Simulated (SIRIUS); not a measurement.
A run of SIRIUS 7.12.0 is set up as follows.

The input sirius.json:

```json
{
  "control": {
    "processing_unit": "cpu",
    "std_evp_solver_name": "lapack",
    "gen_evp_solver_name": "lapack",
    "verbosity": 2,
    "print_forces": true,
    "ortho_rf": true,
    "use_second_variation": true,
    "rmt_max": 3.0,
    "num_bands_to_print": 21,
    "save_wf": true
  },
  "parameters": {
    "electronic_structure_method": "full_potential_lapwlo",
    "xc_functionals": ["XC_GGA_X_RPBE", "XC_GGA_C_PBE"],
    "core_relativity": "dirac",
    "valence_relativity": "iora",
    "num_fv_states": 21,
    "smearing": "cold",
    "smearing_width": 0.0018374661,
    "pw_cutoff": 20,
    "gk_cutoff": 3.42,
    "lmax_apw": 10,
    "lmax_rho": 8,
    "lmax_pot": 8,
    "num_mag_dims": 0,
    "auto_rmt": 0,
    "ngridk": [8, 8, 8],
    "shiftk": [0, 0, 0],
    "num_dft_iter": 80,
    "energy_tol": 1e-07,
    "density_tol": 1e-05,
    "use_symmetry": true
  },
  "settings": {"tol_ne": 1e-10},
  "iterative_solver": {"type": "exact"},
  "mixer": {"type": "anderson", "beta": 0.5, "max_history": 8},
  "unit_cell": {
    "lattice_vectors": [[0.0, 5.2345413652, 5.2345413652], [5.2345413652, 0.0, 5.2345413652], [5.2345413652, 5.2345413652, 0.0]],
    "atom_types": ["Be", "Te"],
    "atom_files": {"Be": "Be.json", "Te": "Te.json"},
    "atoms": {"Be": [[0.0, 0.0, 0.0]], "Te": [[4.155, 4.155, 4.155]]},
    "atom_coordinate_units": "A"
  }
}
```

Be.json

```json
{
  "name": "beryllium",
  "symbol": "Be",
  "number": 4,
  "mass": 9.012182,
  "rmin": 1e-06,
  "rmt": 1.9,
  "nrmt": 800,
  "rinf": 16.55,
  "core": "",
  "valence": [
    {"basis": [{"enu": 0.0, "dme": 0, "n": 0, "auto": 0}, {"enu": 0.0, "dme": 1, "n": 0, "auto": 0}]},
    {"l": 0, "n": 1, "basis": [{"enu": 0.1, "dme": 0, "n": 0, "auto": 0}]},
    {"l": 1, "n": 2, "basis": [{"enu": 0.1, "dme": 0, "n": 0, "auto": 0}]},
    {"l": 2, "n": 3, "basis": [{"enu": 0.1, "dme": 0, "n": 0, "auto": 0}]},
    {"l": 3, "n": 4, "basis": [{"enu": 0.1, "dme": 0, "n": 0, "auto": 0}]}
  ],
  "lo": [
    {"l": 0, "basis": [{"enu": 0.1, "dme": 0, "n": 0, "auto": 0}, {"enu": 0.1, "dme": 1, "n": 0, "auto": 0}]},
    {
      "l": 0,
      "basis": [{"enu": -3.5498, "dme": 0, "n": 1, "auto": 1}, {"enu": -3.5498, "dme": 1, "n": 1, "auto": 1}]
    },
    {"l": 0, "basis": [{"enu": -3.5498, "dme": 1, "n": 1, "auto": 1}, {"enu": 0.1, "dme": 0, "n": 0, "auto": 0}]},
    {"l": 0, "basis": [{"enu": 0.1, "dme": 0, "n": 0, "auto": 0}, {"enu": 4.5321, "dme": 0, "n": 0, "auto": 0}]},
    {"l": 1, "basis": [{"enu": 0.1, "dme": 0, "n": 0, "auto": 0}, {"enu": 0.1, "dme": 1, "n": 0, "auto": 0}]},
    {"l": 1, "basis": [{"enu": 0.1, "dme": 1, "n": 0, "auto": 0}, {"enu": 0.1, "dme": 2, "n": 0, "auto": 0}]},
    {"l": 1, "basis": [{"enu": 0.1, "dme": 0, "n": 0, "auto": 0}, {"enu": 3.9227, "dme": 0, "n": 0, "auto": 0}]},
    {"l": 2, "basis": [{"enu": 0.1, "dme": 0, "n": 0, "auto": 0}, {"enu": 0.1, "dme": 1, "n": 0, "auto": 0}]},
    {"l": 2, "basis": [{"enu": 0.1, "dme": 1, "n": 0, "auto": 0}, {"enu": 0.1, "dme": 2, "n": 0, "auto": 0}]},
    {"l": 3, "basis": [{"enu": 0.1, "dme": 0, "n": 0, "auto": 0}, {"enu": 0.1, "dme": 1, "n": 0, "auto": 0}]}
  ],
  "free_atom": [... radial grid and density of the free atom, the start of the SCF ...]
}
```

Contents of Te.json:

```json
{
  "name": "tellurium",
  "symbol": "Te",
  "number": 52,
  "mass": 127.6,
  "rmin": 1e-06,
  "rmt": 2.54,
  "nrmt": 800,
  "rinf": 14.28,
  "core": "1s2s2p3s3p3d",
  "valence": [
    {"basis": [{"enu": 0.0, "dme": 0, "n": 0, "auto": 0}, {"enu": 0.0, "dme": 1, "n": 0, "auto": 0}]},
    {"l": 0, "n": 1, "basis": [{"enu": -0.0191, "dme": 0, "n": 0, "auto": 0}]},
    {"l": 1, "n": 2, "basis": [{"enu": 0.1, "dme": 0, "n": 0, "auto": 0}]},
    {"l": 2, "n": 3, "basis": [{"enu": 0.1, "dme": 0, "n": 0, "auto": 0}]},
    {"l": 3, "n": 4, "basis": [{"enu": 0.1, "dme": 0, "n": 0, "auto": 0}]}
  ],
  "lo": [
    {
      "l": 0,
      "basis": [{"enu": -0.0191, "dme": 0, "n": 0, "auto": 0}, {"enu": -0.0191, "dme": 1, "n": 0, "auto": 0}]
    },
    {
      "l": 0,
      "basis": [{"enu": -5.6839, "dme": 0, "n": 4, "auto": 1}, {"enu": -5.6839, "dme": 1, "n": 4, "auto": 1}]
    },
    {
      "l": 0,
      "basis": [{"enu": -5.6839, "dme": 1, "n": 4, "auto": 1}, {"enu": -0.0191, "dme": 0, "n": 0, "auto": 0}]
    },
    {
      "l": 0,
      "basis": [{"enu": -0.0191, "dme": 0, "n": 0, "auto": 0}, {"enu": 2.4609, "dme": 0, "n": 0, "auto": 0}]
    },
    {"l": 1, "basis": [{"enu": 0.1, "dme": 0, "n": 0, "auto": 0}, {"enu": 0.1, "dme": 1, "n": 0, "auto": 0}]},
    {
      "l": 1,
      "basis": [{"enu": -3.866, "dme": 0, "n": 4, "auto": 1}, {"enu": -3.866, "dme": 1, "n": 4, "auto": 1}]
    },
    {"l": 1, "basis": [{"enu": -3.866, "dme": 1, "n": 4, "auto": 1}, {"enu": 0.1, "dme": 0, "n": 0, "auto": 0}]},
    {"l": 1, "basis": [{"enu": 0.1, "dme": 0, "n": 0, "auto": 0}, {"enu": 2.952, "dme": 0, "n": 0, "auto": 0}]},
    {"l": 2, "basis": [{"enu": 0.1, "dme": 0, "n": 0, "auto": 0}, {"enu": 0.1, "dme": 1, "n": 0, "auto": 0}]},
    {
      "l": 2,
      "basis": [{"enu": -1.2102, "dme": 0, "n": 4, "auto": 1}, {"enu": -1.2102, "dme": 1, "n": 4, "auto": 1}]
    },
    {"l": 2, "basis": [{"enu": -1.2102, "dme": 1, "n": 4, "auto": 1}, {"enu": 0.1, "dme": 0, "n": 0, "auto": 0}]},
    {"l": 2, "basis": [{"enu": 0.1, "dme": 0, "n": 0, "auto": 0}, {"enu": 3.324, "dme": 0, "n": 0, "auto": 0}]},
    {"l": 3, "basis": [{"enu": 0.1, "dme": 0, "n": 0, "auto": 0}, {"enu": 0.1, "dme": 1, "n": 0, "auto": 0}]},
    {"l": 3, "basis": [{"enu": 0.1, "dme": 0, "n": 0, "auto": 0}, {"enu": 2.797, "dme": 0, "n": 0, "auto": 0}]}
  ],
  "free_atom": [... radial grid and density of the free atom, the start of the SCF ...]
}
```

The input sirius_start.json:

```json
{
  "control": {
    "processing_unit": "cpu",
    "std_evp_solver_name": "lapack",
    "gen_evp_solver_name": "lapack",
    "verbosity": 1,
    "print_forces": false,
    "ortho_rf": true,
    "use_second_variation": true,
    "rmt_max": 3.0,
    "num_bands_to_print": 21,
    "save_wf": false
  },
  "parameters": {
    "electronic_structure_method": "full_potential_lapwlo",
    "xc_functionals": ["XC_LDA_X", "XC_LDA_C_PW"],
    "core_relativity": "dirac",
    "valence_relativity": "iora",
    "num_fv_states": 21,
    "smearing": "fermi_dirac",
    "smearing_width": 0.0055123983,
    "pw_cutoff": 20,
    "gk_cutoff": 2.74,
    "lmax_apw": 10,
    "lmax_rho": 8,
    "lmax_pot": 8,
    "num_mag_dims": 0,
    "auto_rmt": 0,
    "ngridk": [3, 3, 3],
    "shiftk": [0, 0, 0],
    "num_dft_iter": 30,
    "energy_tol": 0.01,
    "density_tol": 0.05,
    "use_symmetry": true
  },
  "settings": {"tol_ne": 1e-10},
  "iterative_solver": {"type": "exact"},
  "mixer": {"type": "anderson", "beta": 0.5, "max_history": 8},
  "unit_cell": {
    "lattice_vectors": [[0.0, 5.2345413652, 5.2345413652], [5.2345413652, 0.0, 5.2345413652], [5.2345413652, 5.2345413652, 0.0]],
    "atom_types": ["Be", "Te"],
    "atom_files": {"Be": "Be.json", "Te": "Te.json"},
    "atoms": {"Be": [[0.0, 0.0, 0.0]], "Te": [[4.155, 4.155, 4.155]]},
    "atom_coordinate_units": "A"
  }
}
```

Contents of sirius_bands.json:

```json
{
  "control": {
    "processing_unit": "cpu",
    "std_evp_solver_name": "lapack",
    "gen_evp_solver_name": "lapack",
    "verbosity": 2,
    "print_forces": true,
    "ortho_rf": true,
    "use_second_variation": true,
    "rmt_max": 3.0,
    "num_bands_to_print": 21,
    "save_wf": true
  },
  "parameters": {
    "electronic_structure_method": "full_potential_lapwlo",
    "xc_functionals": ["XC_GGA_X_RPBE", "XC_GGA_C_PBE"],
    "core_relativity": "dirac",
    "valence_relativity": "iora",
    "num_fv_states": 21,
    "smearing": "cold",
    "smearing_width": 0.0018374661,
    "pw_cutoff": 20,
    "gk_cutoff": 3.42,
    "lmax_apw": 10,
    "lmax_rho": 8,
    "lmax_pot": 8,
    "num_mag_dims": 0,
    "auto_rmt": 0,
    "ngridk": [8, 8, 8],
    "shiftk": [0, 0, 0],
    "num_dft_iter": 80,
    "energy_tol": 1e-07,
    "density_tol": 1e-05,
    "use_symmetry": true
  },
  "settings": {"tol_ne": 1e-10},
  "iterative_solver": {"type": "exact"},
  "mixer": {"type": "anderson", "beta": 0.5, "max_history": 8},
  "unit_cell": {
    "lattice_vectors": [[0.0, 5.2345413652, 5.2345413652], [5.2345413652, 0.0, 5.2345413652], [5.2345413652, 5.2345413652, 0.0]],
    "atom_types": ["Be", "Te"],
    "atom_files": {"Be": "Be.json", "Te": "Te.json"},
    "atoms": {"Be": [[0.0, 0.0, 0.0]], "Te": [[4.155, 4.155, 4.155]]},
    "atom_coordinate_units": "A"
  },
  "kpoints_rel": {
    "G": [0.0, 0.0, 0.0],
    "K": [0.375, 0.375, 0.75],
    "L": [0.5, 0.5, 0.5],
    "U": [0.625, 0.25, 0.625],
    "W": [0.5, 0.25, 0.75],
    "X": [0.5, 0.0, 0.5]
  },
  "kpoints_path": ["G", "X", "W", "K", "G", "L", "U", "W", "L", "K"]
}
```

Potentials or basis: all-electron FP-LAPW, apw+lo standard.

The run is started by

```console
$ OMP_NUM_THREADS=1 sirius.scf --input=sirius_start.json --output=start.json
$ OMP_NUM_THREADS=1 sirius.scf --input=sirius.json --output=output.json --task=1
$ OMP_NUM_THREADS=1 sirius.scf --input=sirius_bands.json --output=bands_out.json --task=2
```

Task: Estimate the band gap on the k mesh.

Result: 1.95 eV, indirect (least direct gap 3.61 eV).

Task: Predict the band gap along the path.

Result: 1.95 eV, indirect (least direct gap 3.61 eV).

Levels at the corners of the path, in eV from the valence-band top:
| point | band 11 | band 12 | band 13 | band 14 | band 15 | band 16 | band 17 | band 18 |
| --- | --- | --- | --- | --- | --- | --- | --- | --- |
| Γ | -12.61 | 0.00 | 0.00 | 0.00 | 3.61 | 3.61 | 3.61 | 4.29 |
| X | -10.60 | -5.38 | -2.82 | -2.82 | 1.95 | 2.65 | 10.14 | 10.14 |
| W | -10.56 | -4.81 | -3.94 | -3.42 | 5.41 | 5.61 | 5.74 | 6.42 |
| K | -10.62 | -5.00 | -4.13 | -2.39 | 2.71 | 5.38 | 8.14 | 8.55 |
| Γ | -12.61 | 0.00 | 0.00 | 0.00 | 3.61 | 3.61 | 3.61 | 4.29 |
| L | -11.14 | -5.84 | -1.21 | -1.21 | 3.27 | 4.62 | 4.62 | 7.95 |
| U | -10.62 | -5.00 | -4.13 | -2.39 | 2.71 | 5.38 | 8.14 | 8.55 |
| W | -10.56 | -4.81 | -3.94 | -3.42 | 5.41 | 5.61 | 5.74 | 6.42 |
| L | -11.14 | -5.84 | -1.21 | -1.21 | 3.27 | 4.62 | 4.62 | 7.95 |
| K | -10.62 | -5.00 | -4.13 | -2.39 | 2.71 | 5.38 | 8.14 | 8.55 |

Caveat: spin-orbit coupling is left out, which moves the levels of the heavy elements.
